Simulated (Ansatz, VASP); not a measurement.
**One calculation of Pb, two programs**

```
Pb
1.0
     0.00000    2.47502    2.47502
     2.47502    0.00000    2.47502
     2.47502    2.47502    0.00000
Pb
1
Cartesian
  0.0000 0.0000 0.0000
```

Alike in both runs: task relaxation of cell and atoms; functional revPBE; k mesh 9 × 9 × 9; occupations fermi-dirac, width 0.05 eV; no spin polarisation.

|  | VASP | Ansatz |
| --- | --- | --- |
| version | VASP 6.6.1 | Ansatz 0.2.0 |
| potentials or method | VASP PAW PBE potentials, release 64 (Pb_d) | Ansatz PAW |
| plane-wave cutoff (eV) | 600 | 420 |
| valence electrons in the cell | 14 | 14 |

```tsv
	VASP	Ansatz	Ansatz less VASP
gap on the k mesh at the Fermi level, each at its own relaxed structure (eV)	none	none	-
relaxed volume (Å³/atom)	32.66	32.75	+0.091
relaxed cell length with the largest relative difference (Å)	3.588	3.591	+0.0033
energy change over the relaxation (meV/atom)	-24	-24	-0.2
```

A gap of «none» marks a metal or a gap that the smearing closes.

Caveats: the PAW data sets were made with another functional, which shifts forces and pressure a little (VASP); the plane-wave basis is chosen anew once the cell has moved, so the energies of steps on either side of that aren't comparable (Ansatz); the PAW data sets come from PBE, with cores solved anew for the run's functional, which leaves a small shift of forces and pressure (Ansatz). Zero-point motion and thermal expansion aren't in these numbers. Spin-orbit coupling is left out, which matters for the levels of Pb.
